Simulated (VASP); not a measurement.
# InP (F-43m) in VASP: single point with PBEsol

Aim: the single point of InP with PBEsol.

Everything below comes from runs of VASP 6.6.1. Logs are shortened: lines on timing, memory, paths and dates and some standing lists are left out, and cuts for length are marked.

**Measured values to compare with.**

From a printed reference work, data compilation, for a bulk crystal of InP at 1.6 K: band gap 1.4236 eV (direct).

How close the calculation comes is told below.

## Step 1: The cell of the first run

Symmetry: F-43m, No. 216, cubic system. The conventional cell has a = 5.861 Å, b = 5.861 Å, c = 5.861 Å, α = 90.00°, β = 90.00°, γ = 90.00°. Within 3.3 Å of In (site symmetry -43m) lie 4 P at 2.54 Å. Within 3.3 Å of P (site symmetry -43m) lie 4 In at 2.54 Å.

## Step 2: Single point, PBEsol

Contents of INCAR:

```
PREC = Accurate
ENCUT = 520
EDIFF = 1E-6
ISMEAR = 0
SIGMA = 0.01
LREAL = False
LASPH = True
NELM = 60
ALGO = Normal
ISIF = 2
LWAVE = False
LCHARG = False
GGA = PS
NBANDS = 16
```

Contents of KPOINTS:

```
regular mesh
0
Gamma
  8 8 8
```

Contents of POSCAR:

```
InP
1.0
    0.0000000000      2.9305000000      2.9305000000
    2.9305000000      0.0000000000      2.9305000000
    2.9305000000      2.9305000000      0.0000000000
In P
1 1
Direct
    0.0000000000      0.0000000000      0.0000000000
    0.7500000000      0.7500000000      0.7500000000
```

Potentials or basis: VASP PAW PBE potentials, release 64 (In_d, P).

The run is started by

```console
> cat potpaw_PBE.64/In_d/POTCAR potpaw_PBE.64/P/POTCAR > POTCAR
> mpirun -np 1 vasp_std > vasp.out
```

OUTCAR:

```text
PREC = Accurate
   ENCUT = 520
   EDIFF = 1E-6
   ISMEAR = 0
   LREAL = False
   LASPH = True
   NELM = 60
   ISIF = 2
   GGA = PS

 ion  position               nearest neighbor table
   1  0.000  0.000  0.000-   2 2.54   2 2.54   2 2.54   2 2.54
   2  0.750  0.750  0.750-   1 2.54   1 2.54   1 2.54   1 2.54

  LATTYP: Found a face centered cubic cell.
 ALAT       =     5.8610000000

  Lattice vectors:

 A1 = (   0.0000000000,   2.9305000000,   2.9305000000)
 A2 = (   2.9305000000,   0.0000000000,   2.9305000000)
 A3 = (   2.9305000000,   2.9305000000,   0.0000000000)

Analysis of symmetry for initial positions (statically):
=====================================================================
 Subroutine PRICEL returns:
 Original cell was already a primitive cell.

 Routine SETGRP: Setting up the symmetry group for a
 face centered cubic supercell.

 Subroutine GETGRP returns: Found 24 space group operations
 (whereof 24 operations were pure point group operations)
 out of a pool of 48 trial point group operations.

The static configuration has the point symmetry T_d .

Analysis of symmetry for dynamics (positions and initial velocities):
=====================================================================
 Subroutine PRICEL returns:
 Original cell was already a primitive cell.

 Routine SETGRP: Setting up the symmetry group for a
 face centered cubic supercell.

 Subroutine GETGRP returns: Found 24 space group operations
 (whereof 24 operations were pure point group operations)
 out of a pool of 48 trial point group operations.

The dynamic configuration has the point symmetry T_d .

 Subroutine INISYM returns: Found 24 space group operations
 (whereof 24 operations are pure point group operations),
 and found     1 'primitive' translations

----------------------------------------------------------------------------------------

                                     Primitive cell

  volume of cell :      50.3333

  direct lattice vectors                    reciprocal lattice vectors
     0.000000000  2.930500000  2.930500000    -0.170619348  0.170619348  0.170619348
     2.930500000  0.000000000  2.930500000     0.170619348 -0.170619348  0.170619348
     2.930500000  2.930500000  0.000000000     0.170619348  0.170619348 -0.170619348

  length of vectors
     4.144352845  4.144352845  4.144352845     0.295521380  0.295521380  0.295521380

  position of ions in fractional coordinates (direct lattice)
[... 78 lines left out ...]
   NELM   =     60;   NELMIN=  2; NELMDL= -5     # of ELM steps
   EDIFF  = 0.1E-05   stopping-criterion for ELM
   LREAL  =      F    real-space projection
   EDIFFG = 0.1E-04   stopping-criterion for IOM
   NSW    =      0    number of steps for IOM
   IBRION =     -1    ionic relax: 0-MD 1-quasi-New 2-CG
   NFREE  =      0    steps in history (QN), initial steepest desc. (CG)
   ISIF   =      2    stress and relaxation
   ISYM   =      2    0-nonsym 1-usesym 2-fastsym
   POTIM  = 0.5000    time-step for ionic-motion
   TEBEG  =    0.0;   TEEND  =   0.0 temperature during run
   PSTRESS=    0.0 pullay stress
   NELECT =      18.0000    total number of electrons
   NUPDOWN=      -1.0000    fix difference up-down
   EMIN   =  10.00;   EMAX   =-10.00  energy-range for DOS
   EFERMI =   0.00;   METHOD = LEGACY
   ISMEAR =     0;   SIGMA  =   0.01  broadening in eV -4-tet -1-fermi 0-gaus
   EFERMI_NEDOS =   21; number of points for ismear=-14 and -15
   IALGO  =     38    algorithm
   IMIX   =      4    mixing-type and parameters
     AMIX     =   0.40;   BMIX     =  1.00
     AMIX_MAG =   1.60;   BMIX_MAG =  1.00
  volume/ion in A,a.u.               =      25.17       169.83
  Fermi-wavevector in a.u.,A,eV,Ry     =   1.162021  2.195901 18.371846  1.350293
  Thomas-Fermi vector in A             =   2.298587
   LORBIT       =      0    0 simple, 1 ext, 2 COOP (PROOUT), +10 PAW based schemes
   GGA     = PS    functional components
   LHFCALC =     F    Hartree Fock is set to
   AEXX    =    0.0000 exact exchange contribution
   IVDW    =     0    specifies the selected vdW correction
   LEPSILON=     F    determine dielectric tensor
   LRPA    =     F    only Hartree local field effects (RPA)
 non-spin polarized calculation
 Gauss-broadening in eV      SIGMA  =   0.01
  energy-cutoff  :      520.00
  volume of cell :       50.33
 maximum number of plane-waves:      1380
   NGX = 15   NGY = 15   NGZ = 15

 number of electron      18.0000005 magnetization

 Free energy of the ion-electron system (eV)
  ---------------------------------------------------
  ext. energy  EPLUGINS =         0.00000000
  ---------------------------------------------------
  free energy    TOTEN  =        -9.15385759 eV

  energy without entropy =       -9.15385759  energy(sigma->0) =       -9.15385759

 E-fermi :   5.1727     XC(G=0):  -9.4791

 val. band max:        5.0919822062   @ k =   0.0000   0.0000   0.0000
 cond. band min:       5.7066409457   @ k =   0.0000   0.0000   0.0000
 fundamental gap:      0.6146587395
 Fermi energy:         5.1727125831

 k-point     1 :       0.0000    0.0000    0.0000
  band No.  band energies     occupation
      1      -9.0579      2.00000
      2      -9.0579      2.00000
      3      -9.0579      2.00000
      4      -8.9033      2.00000
      5      -8.9033      2.00000
      6      -6.4562      2.00000
[... 433 lines left out ...]
      3      -8.9882      2.00000
      4      -8.9091      2.00000
      5      -8.8902      2.00000
      6      -4.3836      2.00000
[... 8 lines left out ...]
     15      15.6896      0.00000
     16      16.3640      0.00000

 [... further k-points ...]

------------------------ aborting loop because EDIFF is reached ----------------------------------------

  FORCE on cell =-STRESS in cart. coord.  units (eV):
  Direction    XX          YY          ZZ          XY          YZ          ZX
  --------------------------------------------------------------------------------------
  -------------------------------------------------------------------------------------
  Total        0.1823494      0.1823494      0.1823494      0.0000000      0.0000000     -0.0000000
  in kB        5.8044321      5.8044321      5.8044321      0.0000000      0.0000000     -0.0000000
  external PRESSURE =       5.8044321 kB  Pullay stress =       0.0000000 kB

 VOLUME and BASIS-vectors are now :
 -----------------------------------------------------------------------------
  energy-cutoff  :      520.00
  volume of cell :       50.33
      direct lattice vectors                 reciprocal lattice vectors
     0.000000000  2.930500000  2.930500000    -0.170619348  0.170619348  0.170619348
     2.930500000  0.000000000  2.930500000     0.170619348 -0.170619348  0.170619348
     2.930500000  2.930500000  0.000000000     0.170619348  0.170619348 -0.170619348

 POSITION                                       TOTAL-FORCE (eV/Angst)
 -----------------------------------------------------------------------------------
      0.00000      0.00000      0.00000         0.000000      0.000000      0.000000
      4.39575      4.39575      4.39575        -0.000000     -0.000000     -0.000000
 -----------------------------------------------------------------------------------
    total drift:                                0.000000      0.000000     -0.000000

  FREE ENERGIE OF THE ION-ELECTRON SYSTEM (eV)
  ---------------------------------------------------
  free  energy   TOTEN  =        -9.1538575941 eV

  energy  without entropy=       -9.1538575941  energy(sigma->0) =       -9.15385759
```

OSZICAR:

```text
N       E                     dE             d eps       ncg     rms          rms(c)
DAV:   1     0.111831190703E+03    0.11183E+03   -0.85296E+03   928   0.127E+03
DAV:   2    -0.227028263398E+01   -0.11410E+03   -0.10948E+03  1040   0.301E+02
DAV:   3    -0.936466161501E+01   -0.70944E+01   -0.70604E+01  1248   0.736E+01
DAV:   4    -0.955231443458E+01   -0.18765E+00   -0.18760E+00  1184   0.127E+01
DAV:   5    -0.956026780037E+01   -0.79534E-02   -0.79532E-02  1376   0.216E+00    0.550E+00
DAV:   6    -0.919117093491E+01    0.36910E+00   -0.57412E-01  1496   0.134E+01    0.321E+00
DAV:   7    -0.915624845463E+01    0.34922E-01   -0.13635E-01  1368   0.333E+00    0.111E+00
DAV:   8    -0.915356434653E+01    0.26841E-02   -0.14386E-02  1160   0.138E+00    0.324E-01
DAV:   9    -0.915376744263E+01   -0.20310E-03   -0.11339E-03  1208   0.359E-01    0.149E-01
DAV:  10    -0.915383092319E+01   -0.63481E-04   -0.16909E-04  1416   0.161E-01    0.963E-02
DAV:  11    -0.915385843692E+01   -0.27514E-04   -0.44542E-05  1120   0.746E-02    0.362E-02
DAV:  12    -0.915385759409E+01    0.84283E-06   -0.50977E-06  1104   0.238E-02
   1 F= -.91538576E+01 E0= -.91538576E+01  d E =-.163884E-32
```

stdout:

```text
POSCAR found type information on POSCAR InP
 POSCAR found :  2 types and       2 ions
 scaLAPACK will be used
 -----------------------------------------------------------------------------
|                                                                             |
|                                                                             |
|     You enforced a specific xc type in the INCAR file but a different       |
|     I HOPE YOU KNOW WHAT YOU ARE DOING!                                     |
|                                                                             |
 -----------------------------------------------------------------------------

 LDA part: xc-table for (Slater+PW92), standard interpolation
 POSCAR, INCAR and KPOINTS ok, starting setup
 FFT: planning ... GRIDC
 FFT: planning ... GRID_SOFT
 FFT: planning ... GRID
 WAVECAR not read
 entering main loop
```

Run time: 18 s. Hardware: 1 thread of AMD EPYC 7R43 (Zen 3), shared host; peak memory 0.14 GiB.

Results:

| Item | Value |
| --- | --- |
| Free energy | -9.1539 eV |
| Pressure | 0.6 GPa |
| Band gap on the k mesh | 0.61 eV, direct |

Levels at points of the mesh, in eV from the valence-band top:
| k point | band 5 | band 6 | band 7 | band 8 | band 9 | band 10 | band 11 | band 12 | band 13 | band 14 |
| --- | --- | --- | --- | --- | --- | --- | --- | --- | --- | --- |
| (0.00, 0.00, 0.00) | -14.00 | -11.55 | 0.00 | 0.00 | 0.00 | 0.61 | 4.02 | 4.02 | 4.02 | 8.35 |
| (0.50, 0.00, 0.00) | -13.98 | -9.80 | -5.80 | -0.99 | -0.99 | 1.40 | 4.74 | 4.74 | 6.95 | 9.31 |
| (0.50, 0.50, 0.00) | -13.96 | -9.13 | -5.82 | -2.35 | -2.35 | 1.63 | 2.16 | 9.09 | 9.53 | 9.53 |

Caveat: the PAW data sets were made with another functional, which shifts forces and pressure a little; spin-orbit coupling is left out, which moves the levels of the heavy elements.

## Step 3: How close it comes

Step 2. Against the measured gap of InP, 1.4236 eV (direct; 1.6 K; a printed reference work, data compilation), the calculated 0.61 eV is off by -0.81 eV. Spin-orbit coupling on In is left out. The value is that of PBEsol, without temperature or zero-point motion. Semilocal functionals fall short of measured gaps as a rule.
